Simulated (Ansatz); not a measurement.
# Sb (Im-3m) in Ansatz: further runs

Runs on Sb. Level: r2SCAN. Tasks: band structure, single point, equation of state.

All numbers are computed with Ansatz 0.2.0; they aren't measurements. Logs are shortened: lines on timing, memory, paths and dates and some standing lists are left out, and cuts for length are marked.

### 1 Starting point

The structure is cubic, space group Im-3m (No. 229). Conventional cell: a = 3.743 Å, b = 3.743 Å, c = 3.743 Å, α = 90.00°, β = 90.00°, γ = 90.00°. Sb (site symmetry m-3m) has 8 Sb at 3.24 Å as nearest neighbours.

This isn't the form of Sb at room conditions, which is rhombohedral.

### 2 Band structure, r2SCAN

The input, input.yaml:

```yaml
crystal:
  lattice:
    - [-1.8713408863, 1.8713408863, 1.8713408863]
    - [1.8713408863, -1.8713408863, 1.8713408863]
    - [1.8713408863, 1.8713408863, -1.8713408863]
  atoms:
    - { symbol: Sb, position: [0.0, 0.0, 0.0] }
hamiltonian:
  xc: r2scan
  pseudopotentials: { kind: paw }
kpoints:
  mp_grid: { grid: [10, 10, 10] }
  band_path:
    path:
      - [[0.0, 0.0, 0.0], [0.5, -0.5, 0.5], [0.0, 0.0, 0.5], [0.0, 0.0, 0.0], [0.25, 0.25, 0.25], [0.5, -0.5, 0.5]]
      - [[0.25, 0.25, 0.25], [0.0, 0.0, 0.5]]
    npoints: 14
scf:
  occupations: { method: fermi_dirac, width: 0.05 }
  n_extra_bands: 6
output:
  forces: true
  stress: true
  eigenvalues: true
  fatbands: false
```

Potentials or basis: Ansatz PAW.

Run with:

```bash
$ ansatz run input.yaml --threads 2 --pin off --max-ram 5632MiB --backend cpu --events-out ev --progress --plain --runs-dir out
```

The log of the run:

```text
Warning: RAYON_NUM_THREADS=2 ignored (pool sized by the plan → 2); use --threads N
scf.n_extra_bands = 6 over 8 filled bands (N_el = 15.0): the run solves 14 bands
Engine: ansatz 0.2.0, x86_64-unknown-linux-gnu
Pseudopotentials: kind: paw
Pseudopotential: Sb, paw, valence charge 15, recommended cutoff 500 eV (meta_gga), Sb.paw.azcp
Functional definition: r2SCAN
  parameter k0 = 0.174
  parameter k1 = 0.065
  parameter a1 = 4.9479
  exchange = r2scan_x(k0 = k0, k1 = k1, a1 = a1)
  correlation = r2scan_c
Crystal: 1 atoms, lattice volume = 26.213 Å³
Basis set: ecut = 500 eV, 675 PW (Γ), exchange–correlation on 96×96×96 points (64 copies of the dense FFT grid, shifted against one another)
Bands: 14, of which v1, the nominal top of the filled ones, is band 8 counted from 1 (7 counted from 0)
Symmetry: 48 space group operations
Space group: Im-3m (ITA 229), of the structure as read, at distance tolerance 3.0e-5 Å
k-points: 47 of 1000
Non-local potential: Sb, projectors of the file, l = 0: 2, l = 1: 2, l = 2: 2, l = 3: 2
PAW form: soft (Blöchl's): semilocal exchange-correlation on the pseudo side does not see the compensation charge
PAW frozen core: Sb, regenerated for the run's functional (the file was generated under x = pbe(κ = 0.804, μ = 0.2195149727645171), c = pbe(β = 0.06672455060314922))
PAW one-centre angular grid: Sb, 590 points (default); XC on 160 Gauss nodes
Initial density: superposition of atomic densities (neutral atoms: chi_scale 0, normalization atom), corrected by the library's trained network
Initial wavefunctions: pseudopotential atomic-orbital guess
Functional: x = r2scan, c = r2scan; τ floored in thin density (d = 2e-4 eV/Å³)
SCF iter   1: F=—  HF=-6498.737806 eV  |F-HF|=—  |Δ(HF+E_count)|=         —  Δρ=4.40e-3  dr2=1.77e-3  dr2_τ=2.63e-4  ethr=1.77e-3  ⟨swp⟩=5.6  Hψ=3861  notcnv=0  defer=4
preconditioner: auto → Kerker (q_TF=auto, 2.486 Å⁻¹)  [metal: Δε(μ)=0.037 eV  Ē_g=16.030 eV  σ=0.050 eV  W_gap=0.18  n_scr=12 (ndim 8)  ℏωp=16.2 eV  f_vac=0.000  D(μ)=1.15/eV (n_scr^D=12)]
SCF iter   2: F=—  HF=-6498.750729 eV  |F-HF|=—  |Δ(HF+E_count)|=   1.29e-2  Δρ=2.57e-3  dr2=7.30e-4  dr2_τ=1.18e-5  ethr=1.18e-5  ⟨swp⟩=2.0  Hψ=1615  notcnv=0  defer=74
SCF iter   3: F=—  HF=-6498.751770 eV  |F-HF|=—  |Δ(HF+E_count)|=   1.04e-3  Δρ=7.45e-4  dr2=9.53e-5  dr2_τ=5.40e-6  ethr=4.87e-6  ⟨swp⟩=2.0  Hψ=703  notcnv=0  defer=74
SCF iter   4: F=—  HF=-6498.751880 eV  |F-HF|=—  |Δ(HF+E_count)|=   1.11e-4  Δρ=2.08e-4  dr2=7.68e-6  dr2_τ=1.17e-7  ethr=6.36e-7  ⟨swp⟩=3.0  Hψ=956  notcnv=0  defer=74
SCF iter   5: F=—  HF=-6498.751886 eV  |F-HF|=—  |Δ(HF+E_count)|=   5.88e-6  Δρ=6.33e-5  dr2=1.03e-6  dr2_τ=2.42e-8  ethr=5.12e-8  ⟨swp⟩=2.0  Hψ=682  notcnv=0  defer=74
SCF iter   6: F=-6498.751889 eV  HF=-6498.751889 eV  |F-HF|=4.09e-9  |Δ(HF+E_count)|=   2.45e-6  Δρ=9.89e-6  dr2=2.13e-8  dr2_τ=1.91e-10  ethr=6.67e-10  ⟨swp⟩=8.4  Hψ=3582  notcnv=0
SCF 1 converged in 6 iterations: F = -6498.751889 eV  dr2 = 2.13e-8
NSCF: frozen V_eff on 86 k-points
SCF converged after 6 iterations
Free energy (F): -6498.751889 eV
Harris-Foulkes:  -6498.751889 eV  (|F-HF|=4.09e-9)
Internal energy: -6498.742982 eV  (E = F + TS)
E sigma→0 (E₀):  -6498.747436 eV
Entropy (-TS):   -0.008906 eV (-8.906 meV/atom)
Fermi energy:    11.962190 eV
--- Per-component energies (eV) ---
  E_band       = -148.609219
  E_kinetic    = 206.324068
  E_local      = -1412.454523  (includes V_loc(G=0)·N_el)
  E_nonlocal   = 362.415979
  E_hartree    = 648.194878
  E_xc         = -127.427725
  E_vxc        = -103.019636  (∫ρ·V_xc dr)
  E_paw        = -4601.117537  (= ΣΔE_a)
  E_vpaw       = -505.257840  (= ΣTr[D̂ρ^β])
  E_aug_tail   = -0.000001  (compensation charges beyond the density's cutoff)
  E_vtau       = 6.997261  (kinetic-family band-sum trace: ∫τ·v_τ [+ j·A + Jᵃ·Aᵃ] dr)
  E_ewald      = -1575.184159
  E_core_change = 0.506037  (= ΣΔE_core)
  E_smearing   = -0.008906  (= −TS)
  E_closure    = 0.000000  (closes the sum)
  Σ components = -6498.751889   (vs F -6498.751889, Δ=0.00e0)
--- Forces (eV/Å), atoms counted from 1 ---
  atom   1  Sb    -0.00000000    -0.00000000     0.00000000
  max |Σ_I F_I| component: 3.20e-31 eV/Å
--- Stress (GPa, compression-positive) ---
        2.481886      -0.000000      -0.000000
        0.000000       2.481886       0.000000
       -0.000000       0.000000       2.481886
  P = ⅓ Tr σ = 2.4819 GPa (24.819 kbar)
--- Band table (eV; the first three rows and the last of 47) ---
  k-point 0: bands = ["-18.1286", "-18.1286", "-18.1286", "-18.0431", "-18.0431", "-1.6948", "17.9862", "17.9862", "17.9862", "23.7492", "23.7492", "23.7492", "24.5122", "24.5122"]
  k-point 1: bands = ["-18.1310", "-18.1240", "-18.1152", "-18.0460", "-18.0438", "-1.4675", "16.3667", "17.2539", "17.8004", "22.3200", "22.3969", "24.0335", "24.8258", "24.9212"]
  k-point 2: bands = ["-18.1373", "-18.1133", "-18.0797", "-18.0521", "-18.0456", "-0.7890", "13.2733", "15.9211", "17.3047", "20.9121", "21.1053", "23.9893", "25.5085", "27.1776"]
  k-point 46: bands = ["-18.1318", "-18.1318", "-17.9987", "-17.9987", "-17.9987", "6.5131", "9.7114", "9.7114", "9.7114", "15.3021", "15.3021", "30.1273", "32.8028", "32.8028"]
```

It took 1.1 s on 2 threads of Intel Xeon 6975P-C (Granite Rapids), shared host; peak memory 0.38 GiB.

What came out:

```
Free energy            : -6498.7519 eV
Pressure               : 2.5 GPa
Band gap on the k mesh : none (metal or under the smearing width)
```

Levels at the corners of the path, in eV from the Fermi level:
```csv
point,band 4,band 5,band 6,band 7,band 8,band 9,band 10,band 11,band 12,band 13
Γ,-30.01,-30.01,-13.66,6.02,6.02,6.02,11.79,11.79,11.79,12.55
H,-29.96,-29.96,-5.45,-2.25,-2.25,-2.25,3.34,3.34,18.17,20.84
N,-30.01,-29.95,-9.16,-6.04,1.77,4.15,7.24,7.48,14.81,16.30
Γ,-30.01,-30.01,-13.66,6.02,6.02,6.02,11.79,11.79,11.79,12.55
P,-30.01,-30.01,-8.05,-2.97,-2.97,-2.97,17.20,17.20,17.20,18.98
H,-29.96,-29.96,-5.45,-2.25,-2.25,-2.25,3.34,3.34,18.17,20.84
P,-30.01,-30.01,-8.05,-2.97,-2.97,-2.97,17.20,17.20,17.20,18.98
N,-30.01,-29.95,-9.16,-6.04,1.77,4.15,7.24,7.48,14.81,16.30
```

Caveat: spin-orbit coupling is left out, which moves the levels of the heavy elements; the PAW data sets come from PBE, with cores solved anew for the run's functional, which leaves a small shift of forces and pressure.

### 3 Single point, r2SCAN, 24.64 Å³/atom (volume scaled by 0.94)

The input, input.yaml:

```yaml
crystal:
  lattice:
    - [-1.8331395369, 1.8331395369, 1.8331395369]
    - [1.8331395369, -1.8331395369, 1.8331395369]
    - [1.8331395369, 1.8331395369, -1.8331395369]
  atoms:
    - { symbol: Sb, position: [0.0, 0.0, 0.0] }
hamiltonian:
  xc: r2scan
  pseudopotentials: { kind: paw }
kpoints:
  mp_grid: { grid: [10, 10, 10] }
scf:
  occupations: { method: fermi_dirac, width: 0.05 }
output:
  forces: true
  stress: true
  eigenvalues: true
```

Potentials or basis: Ansatz PAW.

Run with:

```bash
$ ansatz run input.yaml --threads 2 --pin off --max-ram 5632MiB --backend cpu --events-out ev --progress --plain --runs-dir out
```

It took 0.65 s on 2 threads of Intel Xeon 6975P-C (Granite Rapids), shared host; peak memory 0.38 GiB.

It converged, with:

```yaml
Free_energy: -6498.7042 eV
Pressure: 7.5 GPa
Band_gap_on_the_k_mesh: none (metal or under the smearing width)
```

Caveat: the PAW data sets come from PBE, with cores solved anew for the run's functional, which leaves a small shift of forces and pressure.

### 4 Single point, r2SCAN, 25.16 Å³/atom (volume scaled by 0.96)

input.yaml: that of step 3 with these lines changed.

```diff
@@ -2,5 +2,5 @@
   lattice:
-    - [-1.8331395369, 1.8331395369, 1.8331395369]
-    - [1.8331395369, -1.8331395369, 1.8331395369]
-    - [1.8331395369, 1.8331395369, -1.8331395369]
+    - [-1.8460493956, 1.8460493956, 1.8460493956]
+    - [1.8460493956, -1.8460493956, 1.8460493956]
+    - [1.8460493956, 1.8460493956, -1.8460493956]
   atoms:
```

Run with:

```bash
$ ansatz run input.yaml --threads 2 --pin off --max-ram 5632MiB --backend cpu --events-out ev --progress --plain --runs-dir out
```

It took 0.66 s on 2 threads of Intel Xeon 6975P-C (Granite Rapids), shared host; peak memory 0.38 GiB.

It converged, with:

```yaml
Free_energy: -6498.7256 eV
Pressure: 5.7 GPa
Band_gap_on_the_k_mesh: none (metal or under the smearing width)
```

Caveat: the PAW data sets come from PBE, with cores solved anew for the run's functional, which leaves a small shift of forces and pressure.

### 5 Single point, r2SCAN, 25.69 Å³/atom (volume scaled by 0.98)

The input, input.yaml:

```yaml
crystal:
  lattice:
    - [-1.8587811731, 1.8587811731, 1.8587811731]
    - [1.8587811731, -1.8587811731, 1.8587811731]
    - [1.8587811731, 1.8587811731, -1.8587811731]
  atoms:
    - { symbol: Sb, position: [0.0, 0.0, 0.0] }
hamiltonian:
  xc: r2scan
  pseudopotentials: { kind: paw }
kpoints:
  mp_grid: { grid: [10, 10, 10] }
scf:
  occupations: { method: fermi_dirac, width: 0.05 }
output:
  forces: true
  stress: true
  eigenvalues: true
  write_density: true
  write_potential: true
  elf: true
  volumetric_format: npy
```

Run with:

```bash
$ ansatz run input.yaml --threads 2 --pin off --max-ram 5632MiB --backend cpu --events-out ev --progress --plain --runs-dir out
```

Run time: 0.78 s. Hardware: 2 threads of Intel Xeon 6975P-C (Granite Rapids), shared host; peak memory 0.38 GiB.

Results (log left out):

```
Free energy            : -6498.7413 eV
Pressure               : 4.0 GPa
Band gap on the k mesh : none (metal or under the smearing width)
```

Caveat: the PAW data sets come from PBE, with cores solved anew for the run's functional, which leaves a small shift of forces and pressure.

### 6 Single point, r2SCAN, 26.21 Å³/atom

input.yaml: that of step 5 with these lines changed.

```diff
@@ -2,5 +2,5 @@
   lattice:
-    - [-1.8587811731, 1.8587811731, 1.8587811731]
-    - [1.8587811731, -1.8587811731, 1.8587811731]
-    - [1.8587811731, 1.8587811731, -1.8587811731]
+    - [-1.8713408863, 1.8713408863, 1.8713408863]
+    - [1.8713408863, -1.8713408863, 1.8713408863]
+    - [1.8713408863, 1.8713408863, -1.8713408863]
   atoms:
```

Potentials or basis: Ansatz PAW.

Run with:

```bash
$ ansatz run input.yaml --threads 2 --pin off --max-ram 5632MiB --backend cpu --events-out ev --progress --plain --runs-dir out
```

Run time: 0.8 s. Hardware: 2 threads of Intel Xeon 6975P-C (Granite Rapids), shared host; peak memory 0.38 GiB.

Results (log left out):

```
Free energy            : -6498.7519 eV
Pressure               : 2.5 GPa
Band gap on the k mesh : none (metal or under the smearing width)
```

Caveat: the PAW data sets come from PBE, with cores solved anew for the run's functional, which leaves a small shift of forces and pressure.

### 7 Single point, r2SCAN, 26.74 Å³/atom (volume scaled by 1.02)

The input, input.yaml:

```yaml
crystal:
  lattice:
    - [-1.8837342335, 1.8837342335, 1.8837342335]
    - [1.8837342335, -1.8837342335, 1.8837342335]
    - [1.8837342335, 1.8837342335, -1.8837342335]
  atoms:
    - { symbol: Sb, position: [0.0, 0.0, 0.0] }
hamiltonian:
  xc: r2scan
  pseudopotentials: { kind: paw }
kpoints:
  mp_grid: { grid: [10, 10, 10] }
scf:
  occupations: { method: fermi_dirac, width: 0.05 }
output:
  forces: true
  stress: true
  eigenvalues: true
```

Run with:

```bash
$ ansatz run input.yaml --threads 2 --pin off --max-ram 5632MiB --backend cpu --events-out ev --progress --plain --runs-dir out
```

Wall time 0.68 s (2 threads of Intel Xeon 6975P-C (Granite Rapids), shared host); peak memory 0.38 GiB.

Results (log left out):

```yaml
Free_energy: -6498.7577 eV
Pressure: 1.1 GPa
Band_gap_on_the_k_mesh: none (metal or under the smearing width)
```

Caveat: the PAW data sets come from PBE, with cores solved anew for the run's functional, which leaves a small shift of forces and pressure.

### 8 Single point, r2SCAN, 27.26 Å³/atom (volume scaled by 1.04)

input.yaml: that of step 7 with these lines changed.

```diff
@@ -2,5 +2,5 @@
   lattice:
-    - [-1.8837342335, 1.8837342335, 1.8837342335]
-    - [1.8837342335, -1.8837342335, 1.8837342335]
-    - [1.8837342335, 1.8837342335, -1.8837342335]
+    - [-1.8959666167, 1.8959666167, 1.8959666167]
+    - [1.8959666167, -1.8959666167, 1.8959666167]
+    - [1.8959666167, 1.8959666167, -1.8959666167]
   atoms:
```

Run with:

```bash
$ ansatz run input.yaml --threads 2 --pin off --max-ram 5632MiB --backend cpu --events-out ev --progress --plain --runs-dir out
```

Wall time 0.73 s (2 threads of Intel Xeon 6975P-C (Granite Rapids), shared host); peak memory 0.38 GiB.

It converged, with:

| Quantity | Value |
| --- | --- |
| Free energy | -6498.7594 eV |
| Pressure | -0.1 GPa |
| Band gap on the k mesh | none (metal or under the smearing width) |

Caveat: the PAW data sets come from PBE, with cores solved anew for the run's functional, which leaves a small shift of forces and pressure.

### 9 Single point, r2SCAN, 27.79 Å³/atom (volume scaled by 1.06)

input.yaml: that of step 8 with these lines changed.

```diff
@@ -2,5 +2,5 @@
   lattice:
-    - [-1.8959666167, 1.8959666167, 1.8959666167]
-    - [1.8959666167, -1.8959666167, 1.8959666167]
-    - [1.8959666167, 1.8959666167, -1.8959666167]
+    - [-1.9080431628, 1.9080431628, 1.9080431628]
+    - [1.9080431628, -1.9080431628, 1.9080431628]
+    - [1.9080431628, 1.9080431628, -1.9080431628]
   atoms:
```

Potentials or basis: Ansatz PAW.

Run with:

```bash
$ ansatz run input.yaml --threads 2 --pin off --max-ram 5632MiB --backend cpu --events-out ev --progress --plain --runs-dir out
```

Wall time 0.74 s (2 threads of Intel Xeon 6975P-C (Granite Rapids), shared host); peak memory 0.4 GiB.

Results (log left out):

```yaml
Free_energy: -6498.7571 eV
Pressure: -1.2 GPa
Band_gap_on_the_k_mesh: none (metal or under the smearing width)
```

Caveat: the PAW data sets come from PBE, with cores solved anew for the run's functional, which leaves a small shift of forces and pressure.

### 10 Equation of state, r2SCAN

This step only gathers the single runs of the series.

Results:

| Quantity | Value |
| --- | --- |
| Equilibrium volume | 27.21 Å³/atom |
| Bulk modulus | 61 GPa |
| Pressure derivative of the bulk modulus | 4.1 |

Energy against volume, from the lowest point:
| volume (Å³/atom) | energy (meV/atom) |
| --- | --- |
| 24.640 | 55.18 |
| 25.165 | 33.72 |
| 25.689 | 18.00 |
| 26.213 | 7.46 |
| 26.737 | 1.61 |
| 27.262 | 0.00 |
| 27.786 | 2.23 |

Caveat: the PAW data sets were made with another functional, which shifts forces and pressure a little. Spin-orbit coupling is left out, which matters for the levels of Sb.
